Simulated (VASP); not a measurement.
Input of a VASP 6.6.1 run:

Contents of INCAR:

```
PREC = Accurate ; ENCUT = 600
EDIFF = 1E-6 ; ISMEAR = 0
SIGMA = 0.03 ; LREAL = False
LASPH = True ; NELM = 80
ALGO = Normal ; ISIF = 3
LWAVE = False ; LCHARG = False
GGA = PS ; IBRION = 2
NSW = 90 ; EDIFFG = -0.01
```

KPOINTS

```
regular mesh
0
Gamma
  14 14 14
```

File POSCAR:

```
BN
1.0
    0.0000000000      1.8075000000      1.8075000000
    1.8075000000      0.0000000000      1.8075000000
    1.8075000000      1.8075000000      0.0000000000
B N
1 1
Direct
    0.0000000000      0.0000000000      0.0000000000
    0.2500000000      0.2500000000      0.2500000000
```

Potentials or basis: VASP PAW PBE potentials, release 64 (B, N).

Command:

```bash
$ cat potpaw_PBE.64/B/POTCAR potpaw_PBE.64/N/POTCAR > POTCAR
$ mpirun -np 1 vasp_std > vasp.out
```

Question: Estimate the space group after relaxing (to 0.05 Å).

Answer: F-43m (No. 216).

Question: What does it give for the relaxed cell?

Answer: a = 2.550 Å, b = 2.550 Å, c = 2.550 Å, α = 60.00°, β = 60.00°, γ = 60.00°.

Question: Estimate the band gap on the k mesh.

Answer: 4.28 eV, indirect (least direct gap 8.79 eV).

Final structure:
```yaml
crystal:
  lattice:
    - [0.00000, 1.80332, 1.80332]
    - [1.80332, 0.00000, 1.80332]
    - [1.80332, 1.80332, 0.00000]
  atoms:
    - { symbol: B, position: [0.00000, 0.00000, 0.00000] }
    - { symbol: N, position: [0.25000, 0.25000, 0.25000] }
```

 A k mesh can miss the band edges.
